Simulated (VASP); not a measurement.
Set up this calculation in VASP 6.6.1, as the native input.

```yaml
Task: relaxation of cell and atoms
Functional: PBE
Potentials_or_basis: VASP PAW PBE potentials, release 64 (Sb, Se)
Cutoff: 520 eV
k_mesh: 3 × 3 × 3
Occupations: gaussian, width 0.15 eV
Spin: no spin polarisation
Further_INCAR_settings: PREC = Normal; ALGO = Fast; EDIFF = 0.0001; IBRION = 2; EDIFFG = -0.08; NSW = 24; ISIF = 3
```

The structure of Sb2Se5 lies in POSCAR:

```
Sb2Se5
1.0
    6.8591576500      0.0000000000      0.0000000000
   -3.4295788200      5.9402047700      0.0000000000
    0.0000000000      0.0000000000      5.1247124500
Sb Se
2 5
Direct
    0.3333333300      0.6666666700      0.5000000000
    0.6666666700      0.3333333300      0.5000000000
    0.5000000000      0.0000000000      0.5000000000
    0.0000000000      0.5000000000      0.5000000000
    0.5000000000      0.5000000000      0.5000000000
    0.0000000000      0.0000000000      0.8031188800
    0.0000000000      0.0000000000      0.1968811200
```

The cell was built by a generator and needn't be a form met in nature.

One way to write it, as run:

INCAR

```
PREC = Normal
ENCUT = 520
EDIFF = 1E-4
ISMEAR = 0
SIGMA = 0.15
LREAL = F
LASPH = T
NELM = 60
ALGO = Fast
ISIF = 3
LWAVE = F
LCHARG = F
GGA = PE
IBRION = 2
NSW = 24
EDIFFG = -0.08
```

KPOINTS

```
regular mesh
0
Gamma
  3 3 3
```

Potentials or basis: VASP PAW PBE potentials, release 64 (Sb, Se).

The run is started by

```bash
$ cat potpaw_PBE.64/Sb/POTCAR potpaw_PBE.64/Se/POTCAR > POTCAR
$ mpirun -np 1 vasp_std > vasp.out
```

Results of the run:

- Relaxed volume: 48.39 Å³/atom
- Relaxed cell: a = 9.040 Å, b = 9.040 Å, c = 4.786 Å, α = 90.00°, β = 90.00°, γ = 120.00°
- Space group after relaxing (to 0.05 Å): P6/mmm (No. 191)
- Energy gained by relaxing: 3533.7 meV/atom
- Ionic steps: 17
- Pressure after relaxing: 0.1 GPa
- Largest force after relaxing: 0.058 eV/Å
- Band gap on the k mesh: none (metal or under the smearing width)

Caveat: the k mesh is coarse (spacing up to 0.41 Å⁻¹), so the values aren't converged; the volume moved by over 15 % at a fixed basis, so the end points are rough; the relaxation stopped at a loose force limit of 0.08 eV/Å, so its end isn't a converged minimum.

Wall time 3.5 min on 1 thread of Intel(R) Xeon(R) Platinum 8488C (Sapphire Rapids), with other jobs on the host, peak memory 0.23 GiB.
